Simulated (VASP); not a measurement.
Here is a VASP 6.6.1 calculation.

Contents of POSCAR:

```
BAs
1.0
    0.0000000000      2.3889000000      2.3889000000
    2.3889000000      0.0000000000      2.3889000000
    2.3889000000      2.3889000000      0.0000000000
B As
1 1
Direct
    0.0000000000      0.0000000000      0.0000000000
    0.2500000000      0.2500000000      0.2500000000
```

File INCAR.step1:

```
ALGO = Normal
EDIFF = 1E-5
ENCUT = 520
GGA = PE
ISIF = 2
ISMEAR = 0
LASPH = T
LCHARG = F
LREAL = F
LWAVE = T
NBANDS = 11
NELM = 100
PREC = Accurate
SIGMA = 0.02
```

Contents of INCAR.step2:

```
ALGO = Normal
EDIFF = 1E-7
ENCUT = 520
GGA = PE
HFSCREEN = 0.2
ISIF = 2
ISMEAR = 0
ISTART = 1
LASPH = T
LCHARG = F
LHFCALC = T
LREAL = F
LWAVE = F
NBANDS = 11
NELM = 100
PREC = Accurate
PRECFOCK = Fast
SIGMA = 0.02
```

KPOINTS

```
k-points
0
Gamma
  10 10 10
```

Potentials or basis: VASP PAW PBE potentials, release 64 (B, As).

Command:

```console
$ cat potpaw_PBE.64/B/POTCAR potpaw_PBE.64/As/POTCAR > POTCAR
$ cp INCAR.step1 INCAR
$ mpirun -np 1 vasp_std > vasp.out
$ cp INCAR.step2 INCAR
$ mpirun -np 1 vasp_std > vasp.out
```

(1) Estimate the band gap on the k mesh.

(2) Predict the pressure.

## Answers

(1) 1.85 eV, indirect (least direct gap 4.13 eV).

(2) -0.7 GPa.

Caveat: the PAW data sets were made with another functional, which shifts forces and pressure a little.
